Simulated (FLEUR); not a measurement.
**CaO under changes of volume**

One of the cells (13.886 Å³/atom); the others are scaled copies at fixed shape and fractional positions:

```xyz
2
Lattice="0.0000 2.4036 2.4036 2.4036 0.0000 2.4036 2.4036 2.4036 0.0000" Properties=species:S:1:pos:R:3 pbc="T T T"
Ca    0.0000    0.0000    0.0000
O     2.4036    2.4036    2.4036
```

The cell is a database's computed one.

```yaml
Program: FLEUR MaX-R8.1 (later development tree)
Functional: PBE
Potentials_or_basis: all-electron
Basis: FLAPW
Kmax: 3.95 1/bohr
k_mesh: 10 × 10 × 10
Occupations: fermi-dirac, width 0.05 eV
Spin: no spin polarisation
```

```tsv
volume (Å³/atom)	energy over the lowest point (meV/atom)	gap on the mesh (eV)
13.052	?	?
13.330	14.67	3.63
13.608	5.73	3.64
13.886	1.03	3.65
14.163	0.00	3.65
14.441	2.99	3.65
14.719	8.76	3.65
```

Task: What does the run at 13.052 Å³/atom give?

Result: Energy over the lowest point 28.13 meV/atom; gap on the mesh 3.62 eV.

Worked out: A Birch-Murnaghan fit of order 3 (a polynomial in V^(-2/3)) to the other rows has its minimum at 14.09 Å³/atom with B0 = V·E''(V) = 106 GPa and B' = 3.6. It gives 28.34 meV/atom at 13.052 Å³/atom, against the run's 28.13. A straight line through the other rows of the gap, of slope 0.189 eV per unit of ln V, extrapolates to 3.63 eV, against the run's 3.62.

Energies are extrapolated to zero smearing.

Caveats: the plane-wave cutoff is short for the semicore states, which can make moduli rough.

A mesh can miss the band edges.
